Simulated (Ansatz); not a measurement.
Wires are cut from relaxed bulk GaN (F-43m, not its usual structure, 11.76 Å³/atom, gap on the mesh 1.54 eV); atoms and period are relaxed, and energies count from that bulk.

All numbers below come from DFT PBE, scalar-relativistic, plane waves, PAW (Ansatz).

Cutoff 420 eV, Gaussian smearing of 0.05 eV, energies at zero smearing, symmetry of each start kept, collinear spin where a moment is listed.

```
                              start atoms k mesh excess energy (eV per host atom) line energy (eV/Å) period (Å) gap on the mesh (eV) highest filled level or Fermi level under vacuum (eV) size of the moment (μB per cell)
[111] wire, 12 host atoms a period*     12   1×1×4                             0.982               1.962       6.003                  0.72                                                   5.47                              0.00
 [111] wire, 18 host atoms a period     18   1×1×4                             0.957               2.115       8.146                  0.71                                                   5.32                              0.00
```

* ends far from its start.

Each run keeps its start's symmetry and one magnetic start, so lower states can exist.

Cost: 2 runs of about 55 core-minutes in all, on Intel Xeon 6975P-C (Granite Rapids) (shared hosts).